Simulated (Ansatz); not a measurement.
## Ag: from a guess to a relaxed structure

Computed with Ansatz, DFT PBE, scalar-relativistic, plane waves, PAW. Cutoff 420 eV, Gaussian smearing, Γ-centred meshes. Cell and atoms relax on a converged mesh. In metals the finer mesh still leaves noise of several meV/atom or more. The steps can't lower the symmetry of their start. No spin polarisation.

The guess for Ag was made by a generator: one element on all sites of the Na type (I-43d, No. 220). Lengths were set from tabulated atomic sizes, so they are only a guess.

```
CELL_PARAMETERS angstrom
-3.26395 3.26395 3.26395
3.26395 -3.26395 3.26395
3.26395 3.26395 -3.26395
ATOMIC_POSITIONS crystal
Ag 0.50000 0.00000 0.45133
Ag 0.45133 0.50000 0.00000
Ag 0.00000 0.95133 0.50000
Ag 0.95133 0.50000 0.00000
Ag 0.00000 0.45133 0.50000
Ag 0.50000 0.00000 0.95133
Ag 0.54867 0.54867 0.54867
Ag 0.04867 0.04867 0.04867
```

Energies count from the standard state of Ag at the same level.

Question: What does it relax into?

Answer: The symmetry stays I-43d (No. 220). The volume per atom grows by 3.9 %, from 17.4 to 18.1 Å³. The shortest distance goes from 2.83 Å (Ag–Ag) to 2.86 Å (Ag–Ag). Conventional cell: a = 6.613 Å. Ag is surrounded by 11 Ag at 2.86–3.02 Å and 3 Ag at 3.62 Å.

```cif
data_structure
_symmetry_space_group_name_H-M 'I-43d'
_symmetry_Int_Tables_number 220
_cell_length_a 6.6127
_cell_length_b 6.6127
_cell_length_c 6.6127
_cell_angle_alpha 90.000
_cell_angle_beta 90.000
_cell_angle_gamma 90.000
_cell_volume 289.16
loop_
_atom_site_label
_atom_site_type_symbol
_atom_site_symmetry_multiplicity
_atom_site_Wyckoff_symbol
_atom_site_fract_x
_atom_site_fract_y
_atom_site_fract_z
_atom_site_occupancy
Ag1 Ag 16 c 0.97691 0.47691 0.02309 1
```

Question: How does it come out in energy, and is it a metal?

Answer: The energy over the standard state is +0.03 eV/atom. The gap on the 8×8×8 mesh of the 8-atom cell is 0 eV (a metal).

It lies above the standard state, so it could only be metastable.

The last run used Gaussian smearing of 0.10 eV. For metals, differences of a few meV/atom aren't resolved. A structure relaxed within its symmetry needn't be a true minimum.
